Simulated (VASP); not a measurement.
# InSe in VASP: notebook, part 2 of 2

VASP 6.6.1. The steps go on from the part before.

### Step 5. Single point, PBE

This run uses another cell than the first one, of 91.84 Å³/atom, 0.683 times its volume.

INCAR

```
SYSTEM = InSe
  ALGO = Normal
  DIPOL = 0.5 0.5 0.500
  EDIFF = 1E-7
  ENCUT = 400
  GGA = PE
  IDIPOL = 3
  ISIF = 2
  ISMEAR = 0
  LASPH = .True.
  LCHARG = .False.
  LDIPOL = .True.
  LREAL = .False.
  LVACPOTAV = .True.
  LVHAR = .True.
  LWAVE = .False.
  NBANDS = 20
  NELM = 120
  PREC = Accurate
  SIGMA = 0.05
```

KPOINTS

```
k-points
0
Gamma
  3 3 1
  0 0 0
```

POSCAR

```
InSe
1.0
    4.0500000000      0.0000000000      0.0000000000
   -2.0250000000      3.5074028900      0.0000000000
    0.0000000000      0.0000000000     12.9311500000
In Se
1 1
Direct
    0.3333333333      0.6666666667      0.4639958550
    0.6666666667      0.3333333333      0.5360041450
```

Potentials or basis: VASP PAW PBE potentials, release 64 (In_d, Se).

Started as:

```console
$ cat potpaw_PBE.64/In_d/POTCAR potpaw_PBE.64/Se/POTCAR > POTCAR
$ mpirun -np 1 vasp_std > vasp.out
```

OUTCAR:

```text
SYSTEM = InSe
   EDIFF = 1E-7
   ENCUT = 400
   GGA = PE
   ISIF = 2
   ISMEAR = 0
   LASPH = .True.
   LREAL = .False.
   NELM = 120
   PREC = Accurate

 Found      3 irreducible k-points:

 Following reciprocal coordinates:
            Coordinates               Weight
  0.000000  0.000000  0.000000      1.000000
  0.333333  0.000000  0.000000      6.000000
  0.333333  0.333333  0.000000      2.000000
   k-points           NKPTS =      3   k-points in BZ     NKDIM =      3   number of bands    NBANDS=     20
   number of dos      NEDOS =    301   number of ions     NIONS =      2
   total plane-waves  NPLWV =  65856
   dimension x,y,z NGX =    28 NGY =   28 NGZ =   84
   dimension x,y,z NGXF=    56 NGYF=   56 NGZF=  168
   ions per type =               1   1
   NGX,Y,Z   is equivalent  to a cutoff of  11.49, 11.49, 10.80 a.u.
   NGXF,Y,Z  is equivalent  to a cutoff of  22.99, 22.99, 21.60 a.u.
 SYSTEM =  InSe
   PREC   = accura    normal or accurate (medium, high low for compatibility)
   ISTART =      0    job   : 0-new  1-cont  2-samecut
   ICHARG =      2    charge: 1-file 2-atom 10-const
   ISPIN  =      1    spin polarized calculation?
   LNONCOLLINEAR =      F non collinear calculations
   LSORBIT =      F    spin-orbit coupling
   LASPH  =      T    aspherical Exc in radial PAW
   ENCUT  =  400.0 eV  29.40 Ry    5.42 a.u.   6.60  6.60 21.09*2*pi/ulx,y,z
   NELM   =    120;   NELMIN=  2; NELMDL= -5     # of ELM steps
   EDIFF  = 0.1E-06   stopping-criterion for ELM
   LREAL  =      F    real-space projection
   EDIFFG = 0.1E-05   stopping-criterion for IOM
   NSW    =      0    number of steps for IOM
   IBRION =     -1    ionic relax: 0-MD 1-quasi-New 2-CG
   NFREE  =      0    steps in history (QN), initial steepest desc. (CG)
   ISIF   =      2    stress and relaxation
   ISYM   =      2    0-nonsym 1-usesym 2-fastsym
   POTIM  = 0.5000    time-step for ionic-motion
   TEBEG  =    0.0;   TEEND  =   0.0 temperature during run
   PSTRESS=    0.0 pullay stress
   NELECT =      19.0000    total number of electrons
   NUPDOWN=      -1.0000    fix difference up-down
   EMIN   =  10.00;   EMAX   =-10.00  energy-range for DOS
   EFERMI =   0.00;   METHOD = LEGACY
   ISMEAR =     0;   SIGMA  =   0.05  broadening in eV -4-tet -1-fermi 0-gaus
   EFERMI_NEDOS =   21; number of points for ismear=-14 and -15
   IALGO  =     38    algorithm
   IMIX   =      4    mixing-type and parameters
     AMIX     =   0.40;   BMIX     =  1.00
     AMIX_MAG =   1.60;   BMIX_MAG =  1.00
  volume/ion in A,a.u.               =      91.84       619.79
  Fermi-wavevector in a.u.,A,eV,Ry     =   0.768482  1.452219  8.035109  0.590564
  Thomas-Fermi vector in A             =   1.869264
   LORBIT       =      0    0 simple, 1 ext, 2 COOP (PROOUT), +10 PAW based schemes
   GGA     = PE    functional components
   LHFCALC =     F    Hartree Fock is set to
   AEXX    =    0.0000 exact exchange contribution
   IVDW    =     0    specifies the selected vdW correction
   LEPSILON=     F    determine dielectric tensor
   LRPA    =     F    only Hartree local field effects (RPA)
 non-spin polarized calculation
 Gauss-broadening in eV      SIGMA  =   0.05
  energy-cutoff  :      400.00
  volume of cell :      183.69
 maximum number of plane-waves:      3367
 NGX is ok and might be reduce to    28
   NGX = 13   NGY = 13   NGZ = 43

 number of electron      18.9999992 magnetization

 dipolmoment           0.000000      0.000000      0.045441 electrons x Angstroem

 Free energy of the ion-electron system (eV)
  ---------------------------------------------------
  ext. energy  EPLUGINS =         0.00000000
  ---------------------------------------------------
  free energy    TOTEN  =        -5.53937361 eV

  energy without entropy =       -5.51726274  energy(sigma->0) =       -5.52831818

 E-fermi :  -1.1849     XC(G=0):  -3.6789

 val. band max:       -1.2089410531   @ k =   0.3333   0.3333   0.0000
 cond. band min:      -1.1696776444   @ k =   0.3333   0.0000   0.0000
 fundamental gap:      0.0392634087
 Fermi energy:        -1.1849485491

 k-point     1 :       0.0000    0.0000    0.0000
  band No.  band energies     occupation
      1     -16.6294      2.00000
      2     -16.4257      2.00000
      3     -16.4257      2.00000
      4     -16.2430      2.00000
      5     -16.2430      2.00000
      6     -15.3680      2.00000
[... 12 lines left out ...]
     19       8.0044      0.00000
     20       8.0044      0.00000

 k-point     2 :       0.3333    0.0000    0.0000
  band No.  band energies     occupation
      1     -16.9012      2.00000
      2     -16.3734      2.00000
      3     -16.2984      2.00000
      4     -16.2526      2.00000
      5     -16.2284      2.00000
      6     -14.5347      2.00000
[... 12 lines left out ...]
     19       7.8634      0.00000
     20       7.9158      0.00000

 k-point     3 :       0.3333    0.3333    0.0000
  band No.  band energies     occupation
      1     -16.9676      2.00000
      2     -16.3684      2.00000
      3     -16.2509      2.00000
      4     -16.2505      2.00000
      5     -16.2498      2.00000
      6     -14.0048      2.00000
[... 12 lines left out ...]
     19       6.8105      0.00000
     20       7.1803      0.00000

------------------------ aborting loop because EDIFF is reached ----------------------------------------

  FORCE on cell =-STRESS in cart. coord.  units (eV):
  Direction    XX          YY          ZZ          XY          YZ          ZX
  --------------------------------------------------------------------------------------
  -------------------------------------------------------------------------------------
  Total        5.5368086      5.5368087      1.5195983      0.0000000     -0.0000000      0.0000000
  in kB       48.2938989     48.2938990     13.2544449      0.0000000     -0.0000000      0.0000000
  external PRESSURE =      36.6140809 kB  Pullay stress =       0.0000000 kB

 VOLUME and BASIS-vectors are now :
 -----------------------------------------------------------------------------
  energy-cutoff  :      400.00
  volume of cell :      183.69
      direct lattice vectors                 reciprocal lattice vectors
     4.050000000  0.000000000  0.000000000     0.246913580  0.142555622  0.000000000
    -2.025000000  3.507402890  0.000000000     0.000000000  0.285111244  0.000000000
     0.000000000  0.000000000 12.931150000     0.000000000  0.000000000  0.077332642

 POSITION                                       TOTAL-FORCE (eV/Angst)
 -----------------------------------------------------------------------------------
     -0.00000      2.33827      6.00000         0.000000     -0.000000     -1.659737
      2.02500      1.16913      6.93115        -0.000000      0.000000      1.659737
 -----------------------------------------------------------------------------------
    total drift:                               -0.000000      0.000000     -0.000032

  FREE ENERGIE OF THE ION-ELECTRON SYSTEM (eV)
  ---------------------------------------------------
  free  energy   TOTEN  =        -5.5393736136 eV

  energy  without entropy=       -5.5172627431  energy(sigma->0) =       -5.52831818

 vacuum level on the upper side and lower side of the slab         3.138         2.558
```

OSZICAR:

```text
N       E                     dE             d eps       ncg     rms          rms(c)
DAV:   1     0.132833551876E+03    0.13283E+03   -0.69908E+03   120   0.627E+02
DAV:   2     0.806195359142E+01   -0.12477E+03   -0.12068E+03   136   0.189E+02
DAV:   3    -0.547756349585E+01   -0.13540E+02   -0.13347E+02   160   0.738E+01
[... 13 lines left out ...]
DAV:  17    -0.553936640814E+01   -0.20656E-04   -0.15994E-06   144   0.638E-03    0.197E-03
DAV:  18    -0.553937246390E+01   -0.60558E-05   -0.79975E-07   140   0.661E-03    0.157E-03
DAV:  19    -0.553937345870E+01   -0.99480E-06   -0.13869E-07   124   0.136E-03    0.343E-04
DAV:  20    -0.553937360033E+01   -0.14163E-06   -0.35888E-08   112   0.616E-04    0.173E-04
DAV:  21    -0.553937361356E+01   -0.13223E-07   -0.33240E-09   116   0.501E-04
   1 F= -.55393736E+01 E0= -.55283182E+01  d E =-.221109E-01
```

stdout:

```text
POSCAR found type information on POSCAR InSe
 POSCAR found :  2 types and       2 ions
 scaLAPACK will be used
 LDA part: xc-table for (Slater+PW92), standard interpolation
 POSCAR, INCAR and KPOINTS ok, starting setup
 FFT: planning ... GRIDC
 FFT: planning ... GRID_SOFT
 FFT: planning ... GRID
 WAVECAR not read
 entering main loop
 -----------------------------------------------------------------------------
|                                                                             |
|           W    W    AA    RRRRR   N    N  II  N    N   GGGG   !!!           |
|           W    W   A  A   R    R  NN   N  II  NN   N  G    G  !!!           |
|           W    W  A    A  R    R  N N  N  II  N N  N  G       !!!           |
|           W WW W  AAAAAA  RRRRR   N  N N  II  N  N N  G  GGG   !            |
|           WW  WW  A    A  R   R   N   NN  II  N   NN  G    G                |
|           W    W  A    A  R    R  N    N  II  N    N   GGGG   !!!           |
|                                                                             |
|     Did not find any points to average over, which means that no vacuum     |
|     field-free region was found. Please increase the size of  your cell     |
|     in the dimension of the dipole correction to obtain accurate            |
|     workfunction values.                                                    |
|                                                                             |
 -----------------------------------------------------------------------------
```

Run time: 24 s. Hardware: 1 thread of Intel Xeon Platinum 8259CL at 2.50GHz (Skylake/Cascade Lake), shared host; peak memory 0.22 GiB.

These settings aren't checked as converged: the numbers below hold their error.

What came out:

- Free energy: -5.5394 eV
- Largest force: 1.660 eV/Å
- Band gap on the k mesh: none (metal or under the smearing width)
- Work function of the upper face: 4.32 eV
- Work function of the lower face: 3.74 eV

Caveat: the k mesh is coarse (spacing up to 0.60 Å⁻¹), so the values aren't converged.
